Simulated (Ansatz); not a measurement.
The system is CuO.

```xyz
4
Lattice="2.3446 -1.7134 0.0000 2.3446 1.7134 0.0000 -0.8605 0.0000 5.0594" Properties=species:S:1:pos:R:3 pbc="T T T"
Cu    1.1723    0.8457    0.0000
Cu    0.7420   -0.8457    2.5297
O     2.0724   -0.2841    1.2836
O     1.6421    0.2841    3.8133
```

Base run:

```yaml
Program: Ansatz 0.2.0
Functional: PBE
Potentials_or_basis: Ansatz PAW
Cutoff: "420 eV (not typed: the program's choice for these potentials)"
k_mesh: 10 × 10 × 5
Occupations: fermi-dirac, width 0.05 eV
Spin: no spin polarisation
Hubbard_terms: Cu d U = 4 eV
```

Its results: band gap on the k mesh none (metal or under the smearing width); pressure 7.5 GPa; largest force 0.820 eV/Å.

**Question.** The run is repeated on the same cell with these changes: hubbard terms from Cu d U = 4 eV to Cu d U = 8 eV. What comes out?

**Answer.** Band gap on the k mesh none (metal or under the smearing width); pressure 10.2 GPa; largest force 0.874 eV/Å.

Caveats: the run has no spin polarisation, though such a crystal can be magnetic; U without spin polarisation on a metal has little footing.
